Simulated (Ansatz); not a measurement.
Density of states of HfN (Fm-3m, a = 4.548 Å, b = 4.548 Å, c = 4.548 Å, α = 90.00°, β = 90.00°, γ = 90.00°), in states per eV and primitive cell, averaged over bins of 0.5 eV. Method: DFT PBE, scalar-relativistic, plane waves, PAW (Ansatz 0.2.0).

Cutoff 420 eV; k points 16×16×16 on the computed 2-atom cell (Γ-centred); Gaussian smearing, width 0.10 eV; no spin polarisation.

The cell is relaxed at this level. The states (both spins) are summed by tetrahedra on a 24×24×24 mesh at the self-consistent density. Energies are bin centres; the table starts no lower than −8 eV and ends at 6 eV, or lower where the solved bands end.

It is a metal at this level.

```
E − E_F (eV) total Hf 5d N 2p Hf 6s N 2s
       -7.80   0.62   0.20  0.32   0.07  0.01
       -7.30   0.93   0.27  0.52   0.10  0.02
       -6.80   0.94   0.22  0.57   0.10  0.02
       -6.30   0.68   0.16  0.43   0.05  0.01
       -5.80   2.77   0.83  1.81   0.02  0.02
       -5.30   2.87   0.85  1.89   0.01  0.02
       -4.80   1.40   0.41  0.93   0.00  0.01
       -4.30   0.92   0.23  0.66   0.00  0.01
       -3.80   0.45   0.08  0.36   0.00  0.00
       -3.30   0.13   0.03  0.09   0.00  0.00
       -2.80   0.11   0.07  0.04   0.00  0.00
       -2.30   0.18   0.13  0.05   0.00  0.00
       -1.80   0.26   0.19  0.06   0.00  0.00
       -1.30   0.34   0.25  0.08   0.00  0.00
       -0.80   0.44   0.33  0.09   0.00  0.00
       -0.30   0.57   0.44  0.10   0.01  0.01
        0.20   0.65   0.50  0.12   0.01  0.01
        0.70   0.72   0.55  0.13   0.02  0.01
        1.20   0.76   0.59  0.12   0.02  0.01
        1.70   0.83   0.64  0.12   0.03  0.02
        2.20   1.01   0.77  0.13   0.05  0.04
        2.70   1.34   1.01  0.18   0.06  0.05
        3.20   1.88   1.44  0.25   0.07  0.08
        3.70   1.87   1.47  0.22   0.07  0.08
        4.20   1.67   1.29  0.17   0.09  0.09
        4.70   1.78   1.30  0.17   0.12  0.12
        5.20   1.85   1.20  0.17   0.16  0.19
        5.70   1.24   0.66  0.16   0.10  0.19
```

The columns after the total are the main Löwdin projections on the occupied valence shells of the potentials; 1 other is left out. The rest of the total lies in those, in shells that are empty in the free atom, which aren't projected, and between the atoms.

Spin-orbit coupling is left out, which matters for the bands of heavy elements. Spin polarisation was left out, and a magnetic state may lie lower.